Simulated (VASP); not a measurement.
# Ce (P6_3/mmc) in VASP: single point with PBE

Aim: the single point of Ce with PBE.

Everything below comes from runs of VASP 6.6.1. Logs are shortened: lines on timing, memory, paths and dates and some standing lists are left out, and cuts for length are marked.

### 1 The crystal as given

The structure is hexagonal, space group P6_3/mmc (No. 194). The conventional cell has a = 3.299 Å, b = 3.299 Å, c = 5.720 Å, α = 90.00°, β = 90.00°, γ = 120.00°. Ce (site symmetry -6m2) has 12 Ce at 3.30 to 3.44 Å as nearest neighbours.

This isn't the form of Ce at room conditions, which is fcc.

### 2 Single point, PBE, collinear spin, typed start

INCAR reads:

```
  PREC = Accurate
  ENCUT = 520
  EDIFF = 1E-6
  ISMEAR = -1
  SIGMA = 0.05
  LREAL = False
  LASPH = True
  NELM = 150
  ALGO = Normal
  ISIF = 2
  LWAVE = False
  LCHARG = False
  ISPIN = 2
  MAGMOM = 1 1
  LORBIT = 11
  LMAXMIX = 6
  GGA = PE
  NBANDS = 23
```

KPOINTS reads:

```
regular mesh
0
Gamma
  8 8 4
```

POSCAR reads:

```
Ce
1.0
    3.2985203305      0.0000000000      0.0000000000
   -1.6492601653      2.8566024011      0.0000000000
    0.0000000000      0.0000000000      5.7196715851
Ce
2
Direct
    0.3333333333      0.6666666667      0.2500000000
    0.6666666667      0.3333333333      0.7500000000
```

Potentials or basis: VASP PAW PBE potentials, release 64 (Ce).

Started as:

```sh
> cat potpaw_PBE.64/Ce/POTCAR > POTCAR
> mpirun -np 1 vasp_std > vasp.out
```

OUTCAR:

```text
PREC = Accurate
   ENCUT = 520
   EDIFF = 1E-6
   ISMEAR = -1
   LREAL = False
   LASPH = True
   NELM = 150
   ISIF = 2
   ISPIN = 2
   LORBIT = 11
   GGA = PE

 ion  position               nearest neighbor table
   1  0.333  0.667  0.250-
   2  0.667  0.333  0.750-

  LATTYP: Found a hexagonal cell.
 ALAT       =     3.2985203305
 C/A-ratio  =     1.7340113178

  Lattice vectors:

 A1 = (   3.2985203305,   0.0000000000,   0.0000000000)
 A2 = (  -1.6492601653,   2.8566024011,   0.0000000000)
 A3 = (   0.0000000000,   0.0000000000,   5.7196715851)

Analysis of symmetry for initial positions (statically):
=====================================================================
 Subroutine PRICEL returns:
 Original cell was already a primitive cell.

 Routine SETGRP: Setting up the symmetry group for a
 hexagonal supercell.

 Subroutine GETGRP returns: Found 24 space group operations
 (whereof 12 operations were pure point group operations)
 out of a pool of 24 trial point group operations.

The static configuration has the point symmetry D_3d.
 The point group associated with its full space group is D_6h.

Analysis of symmetry for dynamics (positions and initial velocities):
=====================================================================
 Subroutine PRICEL returns:
 Original cell was already a primitive cell.

 Routine SETGRP: Setting up the symmetry group for a
 hexagonal supercell.

 Subroutine GETGRP returns: Found 24 space group operations
 (whereof 12 operations were pure point group operations)
 out of a pool of 24 trial point group operations.

The dynamic configuration has the point symmetry D_3d.
 The point group associated with its full space group is D_6h.

Analysis of structural, dynamic, and magnetic symmetry:
=====================================================================
 Subroutine PRICEL returns:
 Original cell was already a primitive cell.

 Routine SETGRP: Setting up the symmetry group for a
 hexagonal supercell.

 Subroutine GETGRP returns: Found 24 space group operations
 (whereof 12 operations were pure point group operations)
 out of a pool of 24 trial point group operations.

The overall configuration has the point symmetry D_3d.
 The point group associated with its full space group is D_6h.

 Subroutine INISYM returns: Found 24 space group operations
 (whereof 12 operations are pure point group operations),
 and found     1 'primitive' translations

----------------------------------------------------------------------------------------

                                     Primitive cell

  volume of cell :      53.8940

  direct lattice vectors                    reciprocal lattice vectors
     3.298520331  0.000000000  0.000000000     0.303166238  0.175033109  0.000000000
    -1.649260165  2.856602401  0.000000000     0.000000000  0.350066218  0.000000000
     0.000000000  0.000000000  5.719671585     0.000000000  0.000000000  0.174835213

  length of vectors
     3.298520331  3.298520331  5.719671585     0.350066218  0.350066218  0.174835213

  position of ions in fractional coordinates (direct lattice)
     0.333333333  0.666666667  0.250000000
     0.666666667  0.333333333  0.750000000

  ion indices of the primitive-cell ions
   primitive index   ion index
                 1           1
                 2           2

----------------------------------------------------------------------------------------

 KPOINTS: regular mesh

Automatic generation of k-mesh.
 Grid dimensions read from file:
 generate k-points for:    8    8    4

 Generating k-lattice:

  Cartesian coordinates                     Fractional coordinates (reciprocal lattice)
     0.037895780  0.021879139  0.000000000     0.125000000  0.000000000  0.000000000
     0.000000000  0.043758277  0.000000000     0.000000000  0.125000000  0.000000000
     0.000000000  0.000000000  0.043708803     0.000000000  0.000000000  0.250000000

  Length of vectors
     0.043758277  0.043758277  0.043708803

  Shift w.r.t. Gamma in fractional coordinates (k-lattice)
     0.000000000  0.000000000  0.000000000

 Subroutine IBZKPT returns following result:
 ===========================================

 Found     30 irreducible k-points:

 Following reciprocal coordinates:
            Coordinates               Weight
  0.000000  0.000000  0.000000      1.000000
  0.125000  0.000000  0.000000      6.000000
  0.250000  0.000000  0.000000      6.000000
  0.375000 -0.000000  0.000000      6.000000
  0.500000  0.000000  0.000000      3.000000
  0.125000  0.125000  0.000000      6.000000
[... 16 lines left out ...]
  0.250000  0.000000  0.500000      6.000000
  0.375000 -0.000000  0.500000      6.000000
 [... further k-points ...]
   k-points           NKPTS =     30   k-points in BZ     NKDIM =     30   number of bands    NBANDS=     23
   number of dos      NEDOS =    301   number of ions     NIONS =      2
   total plane-waves  NPLWV =  37632
   dimension x,y,z NGX =    28 NGY =   28 NGZ =   48
   dimension x,y,z NGXF=    56 NGYF=   56 NGZF=   96
   ions per type =               2
   NGX,Y,Z   is equivalent  to a cutoff of  14.11, 14.11, 13.95 a.u.
   NGXF,Y,Z  is equivalent  to a cutoff of  28.22, 28.22, 27.90 a.u.
 SYSTEM =  unknown system
   PREC   = accura    normal or accurate (medium, high low for compatibility)
   ISTART =      0    job   : 0-new  1-cont  2-samecut
   ICHARG =      2    charge: 1-file 2-atom 10-const
   ISPIN  =      2    spin polarized calculation?
   LNONCOLLINEAR =      F non collinear calculations
   LSORBIT =      F    spin-orbit coupling
   LASPH  =      T    aspherical Exc in radial PAW
   ENCUT  =  520.0 eV  38.22 Ry    6.18 a.u.   6.13  6.13 10.63*2*pi/ulx,y,z
   NELM   =    150;   NELMIN=  2; NELMDL= -5     # of ELM steps
   EDIFF  = 0.1E-05   stopping-criterion for ELM
   LREAL  =      F    real-space projection
   EDIFFG = 0.1E-04   stopping-criterion for IOM
   NSW    =      0    number of steps for IOM
   IBRION =     -1    ionic relax: 0-MD 1-quasi-New 2-CG
   NFREE  =      0    steps in history (QN), initial steepest desc. (CG)
   ISIF   =      2    stress and relaxation
   ISYM   =      2    0-nonsym 1-usesym 2-fastsym
   POTIM  = 0.5000    time-step for ionic-motion
   TEBEG  =    0.0;   TEEND  =   0.0 temperature during run
   PSTRESS=    0.0 pullay stress
   NELECT =      24.0000    total number of electrons
   NUPDOWN=      -1.0000    fix difference up-down
   EMIN   =  10.00;   EMAX   =-10.00  energy-range for DOS
   EFERMI =   0.00;   METHOD = LEGACY
   ISMEAR =    -1;   SIGMA  =   0.05  broadening in eV -4-tet -1-fermi 0-gaus
   EFERMI_NEDOS =   21; number of points for ismear=-14 and -15
   IALGO  =     38    algorithm
   IMIX   =      4    mixing-type and parameters
     AMIX     =   0.40;   BMIX     =  1.00
     AMIX_MAG =   1.60;   BMIX_MAG =  1.00
  volume/ion in A,a.u.               =      26.95       181.85
  Fermi-wavevector in a.u.,A,eV,Ry     =   1.250159  2.362458 21.264509  1.562897
  Thomas-Fermi vector in A             =   2.384166
   LORBIT       =     11    0 simple, 1 ext, 2 COOP (PROOUT), +10 PAW based schemes
   GGA     = PE    functional components
   LHFCALC =     F    Hartree Fock is set to
   AEXX    =    0.0000 exact exchange contribution
   IVDW    =     0    specifies the selected vdW correction
   LEPSILON=     F    determine dielectric tensor
   LRPA    =     F    only Hartree local field effects (RPA)
 spin polarized calculation
  energy-cutoff  :      520.00
  volume of cell :       53.89
 maximum number of plane-waves:      1468
 NGX is ok and might be reduce to    28
   NGX = 13   NGY = 13   NGZ = 21

 number of electron      23.9999999 magnetization       0.0233915

 Free energy of the ion-electron system (eV)
  ---------------------------------------------------
  ext. energy  EPLUGINS =         0.00000000
  ---------------------------------------------------
  free energy    TOTEN  =       -11.71040143 eV

  energy without entropy =      -11.65604348  energy(sigma->0) =      -11.68322245

 E-fermi :   9.1365     XC(G=0): -11.1989

 val. band max:        9.1282013165   @ k =   0.3750   0.2500   0.0000
 cond. band min:       9.1394091126   @ k =   0.2500   0.0000   0.2500
 fundamental gap:      0.0112077961
 Fermi energy:         9.1364845308

 spin component 1

 k-point     1 :       0.0000    0.0000    0.0000
  band No.  band energies     occupation
      1     -25.5491      1.00000
      2     -25.1532      1.00000
      3      -9.4069      1.00000
      4      -6.9607      1.00000
      5      -6.9421      1.00000
      6      -6.9421      1.00000
[... 15 lines left out ...]
     22      10.0451      0.00000
     23      10.3778      0.00000
[... 575 lines left out ...]
      1     -25.0101      1.00000
      2     -25.0101      1.00000
      3      -9.1636      1.00000
      4      -9.1636      1.00000
      5      -7.6228      1.00000
      6      -7.6228      1.00000
[... 15 lines left out ...]
     22       9.9620      0.00000
     23      10.1157      0.00000

 [... further k-points ...]

 spin component 2

 k-point     1 :       0.0000    0.0000    0.0000
  band No.  band energies     occupation
      1     -25.5446      1.00000
      2     -25.1487      1.00000
      3      -9.4025      1.00000
      4      -6.9560      1.00000
      5      -6.9384      1.00000
      6      -6.9384      1.00000
[... 15 lines left out ...]
     22      10.0491      0.00000
     23      10.3814      0.00000
[... 575 lines left out ...]
      1     -25.0055      1.00000
      2     -25.0055      1.00000
      3      -9.1599      1.00000
      4      -9.1599      1.00000
      5      -7.6183      1.00000
      6      -7.6183      1.00000
[... 15 lines left out ...]
     22       9.9700      0.00000
     23      10.1216      0.00000

 [... further k-points ...]

------------------------ aborting loop because EDIFF is reached ----------------------------------------

  FORCE on cell =-STRESS in cart. coord.  units (eV):
  Direction    XX          YY          ZZ          XY          YZ          ZX
  --------------------------------------------------------------------------------------
  -------------------------------------------------------------------------------------
  Total       -0.1356719     -0.1356719     -0.1123228      0.0000000      0.0000000     -0.0000000
  in kB       -4.0332977     -4.0332977     -3.3391679      0.0000000      0.0000000     -0.0000000
  external PRESSURE =      -3.8019211 kB  Pullay stress =       0.0000000 kB

 VOLUME and BASIS-vectors are now :
 -----------------------------------------------------------------------------
  energy-cutoff  :      520.00
  volume of cell :       53.89
      direct lattice vectors                 reciprocal lattice vectors
     3.298520331  0.000000000  0.000000000     0.303166238  0.175033109  0.000000000
    -1.649260165  2.856602401  0.000000000     0.000000000  0.350066218  0.000000000
     0.000000000  0.000000000  5.719671585     0.000000000  0.000000000  0.174835213

 POSITION                                       TOTAL-FORCE (eV/Angst)
 -----------------------------------------------------------------------------------
     -0.00000      1.90440      1.42992         0.000000     -0.000000      0.000000
      1.64926      0.95220      4.28975        -0.000000      0.000000      0.000000
 -----------------------------------------------------------------------------------
    total drift:                               -0.000000      0.000000     -0.000000

  FREE ENERGIE OF THE ION-ELECTRON SYSTEM (eV)
  ---------------------------------------------------
  free  energy   TOTEN  =       -11.7104014257 eV

  energy  without entropy=      -11.6560434813  energy(sigma->0) =      -11.68322245

 total charge

# of ion       s       p       d       f       tot
--------------------------------------------------
    1        2.091   5.564   1.245   1.010   9.909
    2        2.091   5.564   1.245   1.010   9.909
--------------------------------------------------
tot          4.181  11.128   2.489   2.020  19.818

 magnetization (x)

# of ion       s       p       d       f       tot
--------------------------------------------------
    1        0.000   0.000   0.001   0.007   0.008
    2        0.000   0.000   0.001   0.007   0.008
--------------------------------------------------
tot          0.000   0.000   0.001   0.014   0.016
```

It took 59 s on 1 thread of Intel Xeon 6975P-C (Granite Rapids), shared host; peak memory 0.25 GiB.

What came out:

```yaml
Free_energy: -11.7104 eV
Pressure: -0.4 GPa
Band_gap_on_the_k_mesh: none (metal or under the smearing width)
Net_moment: 0.02 μB per cell
Valence_electrons_inside_the_program's_atomic_spheres: Ce 9.91
```

Caveat: the magnetic or orbital state may not be the lowest; spin-orbit coupling is left out, which moves the levels of the heavy elements.
